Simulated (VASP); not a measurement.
Wanted: the native input for a VASP 6.6.1 run.

```yaml
Task: band structure
Functional: LDA
Potentials_or_basis: VASP PAW LDA potentials, release 64 (Hf, O)
Cutoff: 500 eV
k_mesh: 7 × 7 × 7
Occupations: gaussian, width 0.1 eV
Spin: spin-orbit coupling, no magnetisation
Further_INCAR_settings: ALGO = Fast; EDIFF = 1e-07
```

The system is HfO2.

```
CELL_PARAMETERS angstrom
0.00000 2.62396 2.62396
2.62396 0.00000 2.62396
2.62396 2.62396 0.00000
ATOMIC_POSITIONS crystal
Hf 0.00000 0.00000 0.00000
O 0.75000 0.75000 0.75000
O 0.25000 0.25000 0.25000
```

Measurements of this composition are mostly on another form, of space group No. 14.

The cell isn't the ideal one: volume scaled by 1.08.

The input as run:

POSCAR

```
HfO2
1.0
    0.0000000000      2.6239580902      2.6239580902
    2.6239580902      0.0000000000      2.6239580902
    2.6239580902      2.6239580902      0.0000000000
Hf O
1 2
Direct
    0.0000000000      0.0000000000      0.0000000000
    0.7500000000      0.7500000000      0.7500000000
    0.2500000000      0.2500000000      0.2500000000
```

INCAR.step1

```
PREC = Accurate ; ENCUT = 500
EDIFF = 1E-7 ; ISMEAR = 0
SIGMA = 0.1 ; LREAL = F
LASPH = T ; NELM = 60
ALGO = Fast ; ISIF = 2
LWAVE = F ; LCHARG = T
LNONCOLLINEAR = T ; MAGMOM = 0 0 0 0 0 0 0 0 0
LORBIT = 11 ; LSORBIT = T
GGA_COMPAT = F ; LMAXMIX = 4
```

KPOINTS.step1

```
regular mesh
0
Gamma
  7 7 7
```

INCAR.step2

```
PREC = Accurate ; ENCUT = 500
EDIFF = 1E-7 ; ISMEAR = 0
SIGMA = 0.05 ; LREAL = F
LASPH = T ; NELM = 60
ALGO = Fast ; ISIF = 2
LWAVE = F ; LCHARG = F
LNONCOLLINEAR = T ; MAGMOM = 0 0 0 0 0 0 0 0 0
LORBIT = 11 ; LSORBIT = T
GGA_COMPAT = F ; LMAXMIX = 4
ICHARG = 11
```

KPOINTS.step2

```
path GXWKGLUWLK,UX
20
line-mode
reciprocal
 0.0000000000  0.0000000000  0.0000000000  G
 0.5000000000  0.0000000000  0.5000000000  X

 0.5000000000  0.0000000000  0.5000000000  X
 0.5000000000  0.2500000000  0.7500000000  W

 0.5000000000  0.2500000000  0.7500000000  W
 0.3750000000  0.3750000000  0.7500000000  K

 0.3750000000  0.3750000000  0.7500000000  K
 0.0000000000  0.0000000000  0.0000000000  G

 0.0000000000  0.0000000000  0.0000000000  G
 0.5000000000  0.5000000000  0.5000000000  L

 0.5000000000  0.5000000000  0.5000000000  L
 0.6250000000  0.2500000000  0.6250000000  U

 0.6250000000  0.2500000000  0.6250000000  U
 0.5000000000  0.2500000000  0.7500000000  W

 0.5000000000  0.2500000000  0.7500000000  W
 0.5000000000  0.5000000000  0.5000000000  L

 0.5000000000  0.5000000000  0.5000000000  L
 0.3750000000  0.3750000000  0.7500000000  K

 0.6250000000  0.2500000000  0.6250000000  U
 0.5000000000  0.0000000000  0.5000000000  X
```

Potentials or basis: VASP PAW LDA potentials, release 64 (Hf, O).

Run with:

```console
$ cat potpaw_LDA.64/Hf/POTCAR potpaw_LDA.64/O/POTCAR > POTCAR
$ cp INCAR.step1 INCAR
$ cp KPOINTS.step1 KPOINTS
$ mpirun -np 1 vasp_ncl > vasp.out
$ cp INCAR.step2 INCAR
$ cp KPOINTS.step2 KPOINTS
$ mpirun -np 1 vasp_ncl > vasp.out
```

Wall time 3.7 min on 1 thread of AMD EPYC 9R45 96-Core Processor (Zen 5), with other jobs on the host, peak memory 0.34 GiB.
